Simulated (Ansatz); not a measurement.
**C (Fd-3m): equation of state with a fit, by script**

Where is the equilibrium volume of C (Fd-3m), and how stiff is it? Aim: an equation of state with a fit, for C (Fd-3m), run from a script.

Program: Ansatz 0.2.0 through its Python package. Level of theory: DFT PBEsol, plane waves, PAW. These are calculated values, not measurements.

## (1) The system

Symmetry: Fd-3m, No. 227, cubic system. Conventional cell: a = 3.567 Å, b = 3.567 Å, c = 3.567 Å, α = 90.00°, β = 90.00°, γ = 90.00°. C (site symmetry -43m) is surrounded by 4 C at 1.54 Å.

No structure file is read: the coordinates are typed or built in the script.

## (2) Script

eos_c.py reads:

```python
"""Bulk modulus of C from an E(V) curve."""

import warnings

import ansatz as az
import numpy as np
from pymatgen.analysis.eos import EOS

FUNCTIONAL = "PBEsol"
CUTOFF = 550
KMESH = (9, 9, 9)

VECTORS = np.array([
    [0.0, 1.78337, 1.78337],
    [1.78337, 0.0, 1.78337],
    [1.78337, 1.78337, 0.0],
])
SITES = [
    ("C", (0.0, 0.0, 0.0)),
    ("C", (0.25, 0.25, 0.25)),
]


def on_lattice(cell):
    crystal = az.Crystal(lattice=az.Lattice.of(cell))
    for symbol, position in SITES:
        crystal = crystal.atom(symbol, position)
    return crystal


def main() -> None:
    warnings.simplefilter("ignore", az.DeckWarning)

    # scale the volume, keep shape and fractions
    volumes, energies, pressures = [], [], []
    for scale in np.linspace(0.9, 1.1, 9):
        cell = VECTORS * scale ** (1 / 3)
        model = (
            on_lattice(cell).calculation()
            .functional(FUNCTIONAL)
            .occupations(az.OccupationsMethod.FIXED)
            .basis(CUTOFF)
            .kpoints(*KMESH)
            .stress()
        )
        r = model.run(threads=1).report
        volumes.append(abs(np.linalg.det(cell)) / len(SITES))
        energies.append(r["free_energy_ev"] / len(SITES))
        pressures.append(np.trace(r["stress_gpa"]) / 3)
        print(f"V = {volumes[-1]:8.4f} A^3/atom  F = {energies[-1]:.5f} eV/atom  P = {pressures[-1]:8.3f} GPa")

    for form in ["vinet", "birch_murnaghan", "pourier_tarantola"]:
        fit = EOS(eos_name=form).fit(volumes, energies)
        print(f"{form:18s} V0 {fit.v0:8.4f} A^3/atom  B0 {fit.b0_GPa:7.1f} GPa  B1 {fit.b1:5.2f}")


if __name__ == "__main__":
    main()
```

## (3) The calls as engine input

The engine receives this input (first run):

```yaml
crystal:
  lattice:
    - [0.0, 1.7218248038241417, 1.7218248038241417]
    - [1.7218248038241417, 0.0, 1.7218248038241417]
    - [1.7218248038241417, 1.7218248038241417, 0.0]
  atoms:
    - { symbol: C, position: [0.0, 0.0, 0.0] }
    - { symbol: C, position: [0.25, 0.25, 0.25] }
basis:
  ecutwfc: 550.0
kpoints:
  mp_grid:
    grid: [9, 9, 9]
hamiltonian:
  xc: pbesol
scf:
  occupations:
    method: fixed
output:
  stress: true
```

## (4) The run

Started as:

```
> python eos_c.py
```

Output:

```text
V =   5.1047 A^3/atom  F = -246.59701 eV/atom  P =   50.543 GPa
V =   5.2465 A^3/atom  F = -246.63435 eV/atom  P =   34.164 GPa
V =   5.3883 A^3/atom  F = -246.65803 eV/atom  P =   19.621 GPa
V =   5.5300 A^3/atom  F = -246.66956 eV/atom  P =    6.700 GPa
V =   5.6718 A^3/atom  F = -246.67031 eV/atom  P =   -4.784 GPa
V =   5.8136 A^3/atom  F = -246.66147 eV/atom  P =  -14.992 GPa
V =   5.9554 A^3/atom  F = -246.64411 eV/atom  P =  -24.065 GPa
V =   6.0972 A^3/atom  F = -246.61917 eV/atom  P =  -32.126 GPa
V =   6.2390 A^3/atom  F = -246.58751 eV/atom  P =  -39.282 GPa
vinet              V0   5.6107 A^3/atom  B0   450.5 GPa  B1  3.66
birch_murnaghan    V0   5.6107 A^3/atom  B0   450.2 GPa  B1  3.67
pourier_tarantola  V0   5.6108 A^3/atom  B0   450.8 GPa  B1  3.66
```

It took 3.9 s on 1 thread of Arm Neoverse V2, shared host; peak memory 0.39 GiB.

## (5) What changed from run to run

The engine's inputs for some of the other runs:

Run 3, against run 1:

```diff
@@ -3,3 +3,3 @@
-    - [0.0, 1.7218248038241417, 1.7218248038241417]
-    - [1.7218248038241417, 0.0, 1.7218248038241417]
-    - [1.7218248038241417, 1.7218248038241417, 0.0]
+    - [0.0, 1.7531375493542707, 1.7531375493542707]
+    - [1.7531375493542707, 0.0, 1.7531375493542707]
+    - [1.7531375493542707, 1.7531375493542707, 0.0]
```

Run 8, against run 1:

```diff
@@ -3,3 +3,3 @@
-    - [0.0, 1.7218248038241417, 1.7218248038241417]
-    - [1.7218248038241417, 0.0, 1.7218248038241417]
-    - [1.7218248038241417, 1.7218248038241417, 0.0]
+    - [0.0, 1.82688388427172, 1.82688388427172]
+    - [1.82688388427172, 0.0, 1.82688388427172]
+    - [1.82688388427172, 1.82688388427172, 0.0]
```

Run 9, against run 1:

```diff
@@ -3,3 +3,3 @@
-    - [0.0, 1.7218248038241417, 1.7218248038241417]
-    - [1.7218248038241417, 0.0, 1.7218248038241417]
-    - [1.7218248038241417, 1.7218248038241417, 0.0]
+    - [0.0, 1.8409373895014216, 1.8409373895014216]
+    - [1.8409373895014216, 0.0, 1.8409373895014216]
+    - [1.8409373895014216, 1.8409373895014216, 0.0]
```

Lines on the test bed's own set-up are left out of the output.

## (6) The engine's runs

One row for each of the 9 runs:

```
run  volume (Å³/atom)  energy from run 5 (meV/atom)  pressure (GPa)  gap on the mesh (eV)  SCF cycles  CPU time (s)
  1             5.105                         73.30           50.54                  4.30           6          0.29
  2             5.246                         35.96           34.16                  4.23           6          0.24
  3             5.388                         12.28           19.62                  4.16           6          0.24
  4             5.530                          0.75            6.70                  4.10           6          0.25
  5             5.672                          0.00           -4.78                  4.04           6          0.25
  6             5.814                          8.84          -14.99                  3.99           6          0.25
  7             5.955                         26.20          -24.07                  3.93           6          0.29
  8             6.097                         51.14          -32.13                  3.88           6          0.29
  9             6.239                         82.80          -39.28                  3.83           6          0.29
```

## (7) Summary of results

| quantity | value |
| --- | --- |
| runs compared | 9 |
| range of energy | 82.80 meV/atom |
| lowest point, volume (Å³/atom) | 5.672 |
| equilibrium volume (fit) | 5.61 Å³/atom |
| bulk modulus (fit) | 450 GPa |

**Reading.** A third-order Birch-Murnaghan fit through the 9 points has its minimum at 5.61 Å³ an atom, 1.1 % below the typed cell, with a bulk modulus of 450 GPa and dB/dP = 3.7. From that minimum the energy rises by 74.2 meV an atom on the compressed side and 83.7 meV on the expanded side. Pressure is positive in compression.
